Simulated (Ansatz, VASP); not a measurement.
**One calculation of GaAs, two programs**

File INCAR:

```
  ALGO = Normal
  EDIFF = 1E-6
  ENCUT = 520
  GGA = RE
  ISIF = 2
  ISMEAR = -1
  IVDW = 13
  LASPH = True
  LCHARG = False
  LREAL = False
  LWAVE = False
  NBANDS = 16
  NELM = 80
  PREC = Accurate
  SIGMA = 0.05
```

The input KPOINTS:

```
k-points
0
Gamma
  8 8 8
```

POSCAR

```
GaAs
1.0
    0.0000000000      2.8268500000      2.8268500000
    2.8268500000      0.0000000000      2.8268500000
    2.8268500000      2.8268500000      0.0000000000
As Ga
1 1
Direct
    0.7500000000      0.7500000000      0.7500000000
    0.0000000000      0.0000000000      0.0000000000
```

The input input.yaml:

```yaml
crystal:
  lattice:
    - [0.0, 2.82685, 2.82685]
    - [2.82685, 0.0, 2.82685]
    - [2.82685, 2.82685, 0.0]
  atoms:
    - { symbol: As, position: [0.75, 0.75, 0.75] }
    - { symbol: Ga, position: [0.0, 0.0, 0.0] }
hamiltonian:
  xc: revpbe
  pseudopotentials: { kind: paw }
  dispersion: d4
kpoints:
  mp_grid: { grid: [8, 8, 8] }
scf:
  occupations: { method: fermi_dirac, width: 0.05 }
output:
  forces: true
  stress: true
  eigenvalues: true
```

Alike in both runs: task single point; functional revPBE; dispersion D4; k mesh 8 × 8 × 8; occupations fermi-dirac, width 0.05 eV; no spin polarisation.

```csv
,VASP,Ansatz
version,VASP 6.6.1,Ansatz 0.2.0
potentials or method,"VASP PAW PBE potentials, release 64 (As, Ga_d)",Ansatz PAW
plane-wave cutoff (eV),520,420
valence electrons in the cell,18,28
```

|  | VASP | Ansatz | Ansatz less VASP |
| --- | --- | --- | --- |
| gap on the k mesh at the Fermi level (eV) | 0.61 | 0.61 | -0.006 |
| least direct gap on the mesh (eV) | 0.61 | 0.61 | -0.006 |
| pressure (GPa) | -0.5 | -0.6 | -0.14 |
| dispersion energy (meV/atom) | -690.9 | -691.0 | -0.16 |

The two sets of potentials don't hold the same shells in valence.

Caveats: the PAW data sets were made with another functional, which shifts forces and pressure a little (VASP); the PAW data sets come from PBE, with cores solved anew for the run's functional, which leaves a small shift of forces and pressure (Ansatz). revPBE gaps usually lie below the measured ones, often by a third to a half. A k mesh can miss the band edges.
